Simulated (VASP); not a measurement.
Runs of VASP 6.6.1 on BaTiO3. The structure is cubic, space group Pm-3m (No. 221). The conventional cell has a = 4.006 Å, b = 4.006 Å, c = 4.006 Å, α = 90.00°, β = 90.00°, γ = 90.00°. Ba (site symmetry m-3m) has 12 O at 2.83 Å as nearest neighbours. Ti (site symmetry m-3m) is surrounded by 6 O at 2.00 Å. Around O (site symmetry 4/mmm) lie 2 Ti at 2.00 Å. 

```csv
level,screening parameter,exchange at q = 0,share of exact exchange,gap on the mesh (eV),pressure (GPa)
HSE03,-,-,-,(a),(b)
HSE06,0.2 1/A,-,-,3.14,-2.2
PBE0,-,truncated,-,3.86,-2.3
r2SCAN-EpsX,-,truncated,0.1483,3.32,-2.0
```

Alike in all rows: task band structure; potentials or basis VASP PAW PBE potentials, release 64 (Ba_sv, Ti_sv, O); no spin polarisation; cell as given; k mesh 4 × 4 × 4; cutoff (eV) 520; smearing gaussian 0.02 eV.

Task: Fill in the values left out.

Result: (a) 2.88; (b) -1.9.

Caveats: the PAW data sets were made with another functional, which shifts forces and pressure a little; spin-orbit coupling is left out, which moves the levels of the heavy elements.

A k mesh can miss the band edges, and the runs leave out spin-orbit coupling on Ba.

Runs at the PBE level aren't shown here.
